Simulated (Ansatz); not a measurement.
**SiC (Moissanite) under changes of volume**

One of the cells (10.341 Å³/atom); the others are scaled copies at fixed shape and fractional positions:

```
Si C
1.0
     3.07600    0.00000    0.00000
    -1.53800    2.66389    0.00000
     0.00000    0.00000    5.04800
Si C
2 2
Direct
  0.66667 0.33333 0.50000
  0.33333 0.66667 0.00000
  0.66667 0.33333 0.88500
  0.33333 0.66667 0.38500
```

```yaml
Program: Ansatz 0.2.0
Functional: BPBE
Potentials_or_basis: Ansatz PAW
Cutoff: "420 eV (not typed: the program's choice for these potentials)"
k_mesh: 10 × 10 × 5
Occupations: fermi-dirac, width 0.05 eV
Spin: no spin polarisation
```

```tsv
volume (Å³/atom)	energy over the lowest point (meV/atom)	pressure (GPa)	gap on the mesh (eV)	largest force (eV/Å)
9.721	?	?	?	?
9.927	24.61	13.9	2.42	0.820
10.134	10.13	8.6	2.46	0.786
10.341	2.12	3.8	2.49	0.753
10.548	0.00	-0.5	2.52	0.723
10.755	3.21	-4.4	2.53	0.694
10.961	11.27	-8.0	2.49	0.666
```

Task: What does the run at 9.721 Å³/atom give?

Result: Energy over the lowest point 46.25 meV/atom; pressure 19.7 GPa; gap on the mesh 2.39 eV; largest force 0.856 eV/Å.

Worked out: A Birch-Murnaghan fit of order 3 (a polynomial in V^(-2/3)) to the other rows has its minimum at 10.52 Å³/atom with B0 = V·E''(V) = 213 GPa and B' = 3.8 at fixed shape and positions, which overstates the stiffness. It gives 46.07 meV/atom at 9.721 Å³/atom, against the run's 46.25, and -dE/dV = 19.6 GPa, against 19.7. A parabola through the other rows of the gap, of slope 3.84 eV per unit of ln V there, extrapolates to 2.34 eV, against the run's 2.39.

Energies are extrapolated to zero smearing.

Caveats: odd divisions of the mesh miss points on the zone boundary, where band edges often lie, so the gap on the mesh can be too wide; the PAW data sets come from PBE, with cores solved anew for the run's functional, which leaves a small shift of forces and pressure.

A mesh can miss the band edges.
